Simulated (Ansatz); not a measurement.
# Si: a line through an energy map

One line of a two-coordinate grid on Si (P6_3/mmc, No. 194; 4 atoms in the cell): strain +e along x and -e along y is varied, at engineering shear strain xy = −8.0 %.

Computed with Ansatz 0.2.0 (DFT LDA, scalar-relativistic, plane waves, PAW, unless a step's input says otherwise).

### 1 The starting structure

It takes space group P6_3/mmc (No. 194, hexagonal). The conventional cell has a = 3.802 Å, b = 3.802 Å, c = 6.289 Å, α = 90.00°, β = 90.00°, γ = 120.00°. Around Si (site symmetry 3m) lie 4 Si at 2.33 to 2.35 Å.

Coordinates:

```
Si
1.0
     3.80169    0.00000    0.00000
    -1.90084    3.29236    0.00000
     0.00000    0.00000    6.28869
Si
4
Direct
  0.33333 0.66667 0.06304
  0.66667 0.33333 0.56304
  0.33333 0.66667 0.43696
  0.66667 0.33333 0.93696
```

It goes back to an entry of the Materials Project, which need not be the stable form.

This cell was relaxed beforehand with the same method: volume 19.68 Å³/atom, gap on the mesh 0.27 eV.

### 2 What is varied

The energy is mapped over two homogeneous strains (x along [1 0 0], y along [1 2 0], z along [0 0 1] of the conventional cell).

First coordinate, engineering shear strain xy: 7 values from −8.0 %. Second coordinate, strain +e along x and -e along y: 7 values from −7.00 %.

Nothing else is relaxed (fractional coordinates fixed). Energies count from the relaxed crystal. Points are written as (first, second).

### 3 The run at (−8.0 %, −7.00 %)

File input.yaml:

```yaml
crystal:
  lattice:
    - [3.5355671602, -0.1520674047, 0.0]
    - [-1.8994778157, 3.5988545044, 0.0]
    - [0.0, 0.0, 6.2886938331]
  atoms:
    - { symbol: Si, position: [0.3333333333, 0.6666666667, 0.063036046] }
    - { symbol: Si, position: [0.6666666667, 0.3333333333, 0.563036046] }
    - { symbol: Si, position: [0.3333333333, 0.6666666667, 0.436963954] }
    - { symbol: Si, position: [0.6666666667, 0.3333333333, 0.936963954] }
basis:
  ecutwfc: 420
kpoints:
  mp_grid: { grid: [12, 12, 6] }
hamiltonian:
  xc: lda
  pseudopotentials: { kind: paw, azcp: { folder: soft_1 } }
scf:
  occupations: { method: gaussian, width: 0.03 }
output:
  forces: true
  stress: true
  eigenvalues: true
```

On the command line:

```bash
$ ansatz run input.yaml --threads 2 --pin off --max-ram 4096MiB --backend cpu --events-out ev --progress --plain --runs-dir out
```

Standard output, cut to the lines that bear on the results:

```text
Warning: <dir> the record states the generating functional pbe (its physics header spells it `PBE`), which answers neither for hamiltonian.xc's functional nor for the lda family's — results may be inconsistent (PPs are generated against a specific XC)
Warning: RAYON_NUM_THREADS=2 ignored (pool sized by the plan → 2); use --threads N
[...]
Pseudopotentials: kind: paw
Pseudopotential: Si, paw, valence charge 4, recommended cutoff 420 eV (normal), <dir>
Functional definition: SPW92
[...]
Crystal: 4 atoms, lattice volume = 78.201 Å³
Basis set: ecut = 420 eV, 1533 PW (Γ)
Bands: 12, of which v1, the nominal top of the filled ones, is band 8 counted from 1 (7 counted from 0)
Symmetry: 4 space group operations
Space group: P21/m (ITA 11), of the structure as read, at distance tolerance 4.3e-5 Å
k-points: 296 of 864
[...]
SCF iter   1: F=—  HF=-2434.633660 eV  |F-HF|=—  |Δ(HF+E_count)|=         —  Δρ=4.89e-2  dr2=1.90e0  ethr=3.10e-3  ⟨swp⟩=7.8  Hψ=29794  notcnv=0
[...]
SCF iter   7: F=-2433.997525 eV  HF=-2433.997525 eV  |F-HF|=6.78e-11  |Δ(HF+E_count)|=   2.01e-9  Δρ=9.68e-7  dr2=5.11e-10  ethr=1.18e-10  ⟨swp⟩=2.0  Hψ=12751  notcnv=0
[...]
SCF converged after 7 iterations
Free energy (F): -2433.997525 eV
[...]
E sigma→0 (E₀):  -2433.997424 eV
Entropy (-TS):   -0.000203 eV (-0.051 meV/atom)
Fermi energy:    6.439720 eV
[...]
--- Forces (eV/Å), atoms counted from 1 ---
  atom   1  Si     1.04081997     1.12951974     0.25408851
  atom   2  Si    -1.04081997    -1.12951974     0.25408851
  atom   3  Si     1.04081997     1.12951974    -0.25408851
  atom   4  Si    -1.04081997    -1.12951974    -0.25408851
[...]
--- Stress (GPa, compression-positive) ---
       14.771492       7.490088      -0.000000
        7.490089      -8.828985       0.000000
       -0.000000       0.000000       0.102418
  P = ⅓ Tr σ = 2.0150 GPa (20.150 kbar)
--- Band table (eV; the first three rows and the last of 296) ---
  k-point 0: bands = ["-5.8957", "-3.5740", "-0.8757", "4.5883", "5.4187", "6.1937", "6.2665", "6.6034", "6.9446", "8.3802", "8.6815", "8.8627"]
[...]
```

It took 15 s on 2 threads of Arm Neoverse N1, shared host; peak memory 0.48 GiB.

On the map this point reads 141 meV/atom.

### 4 The run at (−8.0 %, −4.67 %)

input.yaml: that of step 3 with these lines changed.

```diff
@@ -2,4 +2,4 @@
   lattice:
-    - [3.5355671602, -0.1520674047, 0.0]
-    - [-1.8994778157, 3.5988545044, 0.0]
+    - [3.6241464235, -0.1520674047, 0.0]
+    - [-1.9437674473, 3.5221426122, 0.0]
     - [0.0, 0.0, 6.2886938331]
```

On the command line:

```bash
$ ansatz run input.yaml --threads 2 --pin off --max-ram 4096MiB --backend cpu --events-out ev --progress --plain --runs-dir out
```

Standard output, cut to the lines that bear on the results:

```text
[...]
SCF converged after 6 iterations
Free energy (F): -2434.229140 eV
[...]
E sigma→0 (E₀):  -2434.229071 eV
Entropy (-TS):   -0.000139 eV (-0.035 meV/atom)
Fermi energy:    6.394938 eV
[...]
--- Forces (eV/Å), atoms counted from 1 ---
  atom   1  Si     0.92396774     0.82021204     0.15760212
  atom   2  Si    -0.92396774    -0.82021204     0.15760212
  atom   3  Si     0.92396774     0.82021204    -0.15760212
  atom   4  Si    -0.92396774    -0.82021204    -0.15760212
[...]
--- Stress (GPa, compression-positive) ---
        9.869195       7.386490       0.000000
        7.386490      -6.321494       0.000000
        0.000000       0.000000       0.067971
  P = ⅓ Tr σ = 1.2052 GPa (12.052 kbar)
--- Band table (eV; the first three rows and the last of 296) ---
  k-point 0: bands = ["-5.8882", "-3.5595", "-0.8734", "4.7370", "5.2013", "6.1710", "6.3605", "6.7417", "6.9785", "8.1012", "8.7634", "9.2871"]
[...]
```

It took 14 s on 2 threads of Arm Neoverse N1, shared host; peak memory 0.48 GiB.

On the map this point reads 83 meV/atom.

### 5 The run at (−8.0 %, −2.33 %)

input.yaml: that of step 4 with these lines changed.

```diff
@@ -2,4 +2,4 @@
   lattice:
-    - [3.6241464235, -0.1520674047, 0.0]
-    - [-1.9437674473, 3.5221426122, 0.0]
+    - [3.7131058552, -0.1520674047, 0.0]
+    - [-1.9882471632, 3.4451014844, 0.0]
     - [0.0, 0.0, 6.2886938331]
```

On the command line:

```bash
$ ansatz run input.yaml --threads 2 --pin off --max-ram 4096MiB --backend cpu --events-out ev --progress --plain --runs-dir out
```

Standard output, cut to the lines that bear on the results:

```text
Warning: <dir> the record states the generating functional pbe (its physics header spells it `PBE`), which answers neither for hamiltonian.xc's functional nor for the lda family's — results may be inconsistent (PPs are generated against a specific XC)
Warning: RAYON_NUM_THREADS=2 ignored (pool sized by the plan → 2); use --threads N
[...]
[... 3 set-up lines as earlier in the session ...]
[...]
Crystal: 4 atoms, lattice volume = 78.544 Å³
Basis set: ecut = 420 eV, 1549 PW (Γ)
Bands: 12, of which v1, the nominal top of the filled ones, is band 8 counted from 1 (7 counted from 0)
[... 2 set-up lines as earlier in the session ...]
k-points: 296 of 864
[...]
SCF iter   1: F=—  HF=-2434.946130 eV  |F-HF|=—  |Δ(HF+E_count)|=         —  Δρ=4.78e-2  dr2=1.75e0  ethr=3.10e-3  ⟨swp⟩=7.7  Hψ=29427  notcnv=0
[...]
SCF iter   6: F=-2434.372016 eV  HF=-2434.372016 eV  |F-HF|=6.28e-9  |Δ(HF+E_count)|=   2.57e-7  Δρ=4.70e-6  dr2=1.51e-8  ethr=6.25e-10  ⟨swp⟩=6.9  Hψ=19363  notcnv=0
[...]
SCF converged after 6 iterations
Free energy (F): -2434.372016 eV
[...]
E sigma→0 (E₀):  -2434.371964 eV
Entropy (-TS):   -0.000105 eV (-0.026 meV/atom)
Fermi energy:    6.407671 eV
[...]
--- Forces (eV/Å), atoms counted from 1 ---
  atom   1  Si     0.81457907     0.47288840     0.09443921
  atom   2  Si    -0.81457907    -0.47288840     0.09443921
  atom   3  Si     0.81457907     0.47288840    -0.09443921
  atom   4  Si    -0.81457907    -0.47288840    -0.09443921
[...]
--- Stress (GPa, compression-positive) ---
        5.209298       7.191669       0.000000
        7.191669      -3.163970       0.000000
        0.000000       0.000000      -0.005191
  P = ⅓ Tr σ = 0.6800 GPa (6.800 kbar)
--- Band table (eV; the first three rows and the last of 296) ---
  k-point 0: bands = ["-5.8845", "-3.5515", "-0.8734", "4.8190", "5.0882", "6.1506", "6.4078", "6.6334", "7.2176", "8.0149", "8.7745", "9.2857"]
[...]
```

It took 14 s on 2 threads of Arm Neoverse N1, shared host; peak memory 0.48 GiB.

That is 48 meV/atom from the zero.

### 6 Grid point (−8.0 %, 0.00 %)

input.yaml: that of step 5 with these lines changed.

```diff
@@ -2,4 +2,4 @@
   lattice:
-    - [3.7131058552, -0.1520674047, 0.0]
-    - [-1.9882471632, 3.4451014844, 0.0]
+    - [3.8016851185, -0.1520674047, 0.0]
+    - [-2.0325367949, 3.3683895922, 0.0]
     - [0.0, 0.0, 6.2886938331]
```

On the command line:

```bash
$ ansatz run input.yaml --threads 2 --pin off --max-ram 4096MiB --backend cpu --events-out ev --progress --plain --runs-dir out
```

Standard output, cut to the lines that bear on the results:

```text
[...]
SCF converged after 6 iterations
Free energy (F): -2434.422186 eV
[...]
E sigma→0 (E₀):  -2434.422161 eV
Entropy (-TS):   -0.000051 eV (-0.013 meV/atom)
Fermi energy:    6.475999 eV
[...]
--- Forces (eV/Å), atoms counted from 1 ---
  atom   1  Si     0.69987490     0.08858168     0.06266635
  atom   2  Si    -0.69987490    -0.08858168     0.06266635
  atom   3  Si     0.69987490     0.08858168    -0.06266635
  atom   4  Si    -0.69987490    -0.08858168    -0.06266635
[...]
--- Stress (GPa, compression-positive) ---
        0.873096       7.028677       0.000000
        7.028676       0.623134       0.000000
        0.000000       0.000000      -0.004353
  P = ⅓ Tr σ = 0.4973 GPa (4.973 kbar)
--- Band table (eV; the first three rows and the last of 296) ---
  k-point 0: bands = ["-5.8825", "-3.5478", "-0.8737", "4.7656", "5.1450", "6.1374", "6.3629", "6.6661", "7.1633", "8.2632", "8.7763", "9.0585"]
[...]
```

Wall time 14 s (2 threads of Arm Neoverse N1, shared host); peak memory 0.48 GiB.

That is 35 meV/atom from the zero.

### 7 Grid point (−8.0 %, 2.33 %)

input.yaml: that of step 6 with these lines changed.

```diff
@@ -2,4 +2,4 @@
   lattice:
-    - [3.8016851185, -0.1520674047, 0.0]
-    - [-2.0325367949, 3.3683895922, 0.0]
+    - [3.8902643818, -0.1520674047, 0.0]
+    - [-2.0768264265, 3.2916776999, 0.0]
     - [0.0, 0.0, 6.2886938331]
```

On the command line:

```bash
$ ansatz run input.yaml --threads 2 --pin off --max-ram 4096MiB --backend cpu --events-out ev --progress --plain --runs-dir out
```

Standard output, cut to the lines that bear on the results:

```text
Warning: <dir> the record states the generating functional pbe (its physics header spells it `PBE`), which answers neither for hamiltonian.xc's functional nor for the lda family's — results may be inconsistent (PPs are generated against a specific XC)
Warning: RAYON_NUM_THREADS=2 ignored (pool sized by the plan → 2); use --threads N
[...]
[... 3 set-up lines as earlier in the session ...]
[...]
Crystal: 4 atoms, lattice volume = 78.544 Å³
Basis set: ecut = 420 eV, 1517 PW (Γ)
Bands: 12, of which v1, the nominal top of the filled ones, is band 8 counted from 1 (7 counted from 0)
[... 2 set-up lines as earlier in the session ...]
k-points: 296 of 864
[...]
SCF iter   1: F=—  HF=-2434.953595 eV  |F-HF|=—  |Δ(HF+E_count)|=         —  Δρ=4.77e-2  dr2=1.75e0  ethr=3.10e-3  ⟨swp⟩=7.7  Hψ=29417  notcnv=0
[...]
SCF iter   6: F=-2434.376761 eV  HF=-2434.376761 eV  |F-HF|=1.72e-8  |Δ(HF+E_count)|=   2.64e-7  Δρ=6.58e-6  dr2=3.48e-8  ethr=6.25e-10  ⟨swp⟩=7.1  Hψ=20253  notcnv=0
[...]
SCF converged after 6 iterations
Free energy (F): -2434.376761 eV
[...]
E sigma→0 (E₀):  -2434.376678 eV
Entropy (-TS):   -0.000165 eV (-0.041 meV/atom)
Fermi energy:    6.585906 eV
[...]
--- Forces (eV/Å), atoms counted from 1 ---
  atom   1  Si     0.58699336    -0.34396289     0.07199659
  atom   2  Si    -0.58699336     0.34396289     0.07199659
  atom   3  Si     0.58699336    -0.34396289    -0.07199659
  atom   4  Si    -0.58699336     0.34396289    -0.07199659
[...]
--- Stress (GPa, compression-positive) ---
       -3.042684       6.915766       0.000000
        6.915766       5.007060       0.000000
        0.000000       0.000000       0.003378
  P = ⅓ Tr σ = 0.6559 GPa (6.559 kbar)
--- Band table (eV; the first three rows and the last of 296) ---
  k-point 0: bands = ["-5.8831", "-3.5495", "-0.8742", "4.6832", "5.2528", "6.1367", "6.3031", "6.7544", "6.9817", "8.5579", "8.7700", "8.9996"]
[...]
```

Run time: 14 s. Hardware: 2 threads of Arm Neoverse N1, shared host; peak memory 0.48 GiB.

On the map this point reads 46 meV/atom.

### 8 Grid point (−8.0 %, 4.67 %)

input.yaml: that of step 7 with these lines changed.

```diff
@@ -2,4 +2,4 @@
   lattice:
-    - [3.8902643818, -0.1520674047, 0.0]
-    - [-2.0768264265, 3.2916776999, 0.0]
+    - [3.9792238135, -0.1520674047, 0.0]
+    - [-2.1213061424, 3.2146365721, 0.0]
     - [0.0, 0.0, 6.2886938331]
```

On the command line:

```bash
$ ansatz run input.yaml --threads 2 --pin off --max-ram 4096MiB --backend cpu --events-out ev --progress --plain --runs-dir out
```

Standard output, cut to the lines that bear on the results:

```text
Warning: <dir> the record states the generating functional pbe (its physics header spells it `PBE`), which answers neither for hamiltonian.xc's functional nor for the lda family's — results may be inconsistent (PPs are generated against a specific XC)
Warning: RAYON_NUM_THREADS=2 ignored (pool sized by the plan → 2); use --threads N
[...]
[... 3 set-up lines as earlier in the session ...]
[...]
Crystal: 4 atoms, lattice volume = 78.415 Å³
Basis set: ecut = 420 eV, 1539 PW (Γ)
Bands: 12, of which v1, the nominal top of the filled ones, is band 8 counted from 1 (7 counted from 0)
[... 2 set-up lines as earlier in the session ...]
k-points: 296 of 864
[...]
SCF iter   1: F=—  HF=-2434.835931 eV  |F-HF|=—  |Δ(HF+E_count)|=         —  Δρ=4.82e-2  dr2=1.81e0  ethr=3.10e-3  ⟨swp⟩=7.7  Hψ=29594  notcnv=0
[...]
SCF iter   6: F=-2434.236468 eV  HF=-2434.236468 eV  |F-HF|=1.49e-8  |Δ(HF+E_count)|=   3.06e-7  Δρ=6.96e-6  dr2=3.68e-8  ethr=6.25e-10  ⟨swp⟩=7.1  Hψ=20154  notcnv=0
[...]
SCF converged after 6 iterations
Free energy (F): -2434.236468 eV
[...]
E sigma→0 (E₀):  -2434.236428 eV
Entropy (-TS):   -0.000081 eV (-0.020 meV/atom)
Fermi energy:    6.514478 eV
[...]
--- Forces (eV/Å), atoms counted from 1 ---
  atom   1  Si     0.50816951    -0.87152270     0.13555656
  atom   2  Si    -0.50816951     0.87152270     0.13555656
  atom   3  Si     0.50816951    -0.87152270    -0.13555656
  atom   4  Si    -0.50816951     0.87152270    -0.13555656
[...]
--- Stress (GPa, compression-positive) ---
       -6.448681       6.700229       0.000000
        6.700229       9.864681      -0.000000
        0.000000      -0.000000      -0.011960
  P = ⅓ Tr σ = 1.1347 GPa (11.347 kbar)
--- Band table (eV; the first three rows and the last of 296) ---
  k-point 0: bands = ["-5.8885", "-3.5594", "-0.8758", "4.6234", "5.3438", "6.1535", "6.2703", "6.7875", "6.8462", "8.5067", "8.7477", "9.0357"]
[...]
```

It took 14 s on 2 threads of Arm Neoverse N1, shared host; peak memory 0.48 GiB.

On the map this point reads 81 meV/atom.

### 9 The run at (−8.0 %, 7.00 %)

input.yaml: that of step 8 with these lines changed.

```diff
@@ -2,4 +2,4 @@
   lattice:
-    - [3.9792238135, -0.1520674047, 0.0]
-    - [-2.1213061424, 3.2146365721, 0.0]
+    - [4.0678030768, -0.1520674047, 0.0]
+    - [-2.165595774, 3.1379246799, 0.0]
     - [0.0, 0.0, 6.2886938331]
```

On the command line:

```bash
$ ansatz run input.yaml --threads 2 --pin off --max-ram 4096MiB --backend cpu --events-out ev --progress --plain --runs-dir out
```

Standard output, cut to the lines that bear on the results:

```text
[...]
SCF converged after 7 iterations
Free energy (F): -2433.997065 eV
[...]
E sigma→0 (E₀):  -2433.996962 eV
Entropy (-TS):   -0.000206 eV (-0.052 meV/atom)
Fermi energy:    6.435959 eV
[...]
--- Forces (eV/Å), atoms counted from 1 ---
  atom   1  Si     0.45025357    -1.47868347     0.25536065
  atom   2  Si    -0.45025357     1.47868347     0.25536065
  atom   3  Si     0.45025357    -1.47868347    -0.25536065
  atom   4  Si    -0.45025357     1.47868347    -0.25536065
[...]
--- Stress (GPa, compression-positive) ---
       -9.487475       6.367440       0.000000
        6.367440      15.438079       0.000000
        0.000000       0.000000       0.106506
  P = ⅓ Tr σ = 2.0190 GPa (20.190 kbar)
--- Band table (eV; the first three rows and the last of 296) ---
  k-point 0: bands = ["-5.8957", "-3.5740", "-0.8756", "4.5927", "5.4128", "6.1946", "6.2701", "6.6103", "6.9402", "8.3659", "8.6859", "8.8672"]
[...]
```

It took 16 s on 2 threads of Arm Neoverse N1, shared host; peak memory 0.48 GiB.

On the map this point reads 141 meV/atom.

### 10 What came out

```
strain +e along x and -e along y (%)  step  energy (meV/atom)  slope (meV/atom per %)  pressure (GPa)  largest force on an atom (eV/Å)
                               −7.00     3                141                     −29            2.02                             1.56
                               −4.67     4                 83                     −20            1.21                             1.25
                               −2.33     5                 48                     −10            0.68                             0.95
                                0.00     6                 35                       0            0.50                             0.71
                                2.33     7                 46                      10            0.66                             0.68
                                4.67     8                 81                      20            1.14                             1.02
                                7.00     9                141                      31            2.02                             1.57
```

Energies count from the relaxed crystal. Slopes come from the forces (and the stress, where the cell changes), not from differences of energies.

**Reading.** The lowest point computed on the line is at 0.00 %, 35 meV/atom from the zero. A fit to energies and slopes at the lowest point and its two neighbours puts the minimum at 0.070 %, with a curvature of about 4.5 meV/atom per %². Divided by the reference volume, that is a stiffness of about 360 GPa for this pattern of strain, with the ions clamped. The highest point computed, at 7.00 %, lies 106 meV/atom above the lowest. This is one cut through a surface in two coordinates; the map's lowest point lies off it. A rigid map gives upper bounds: relaxing the other coordinates can only lower a point. The gap on the mesh closes on part of the grid.
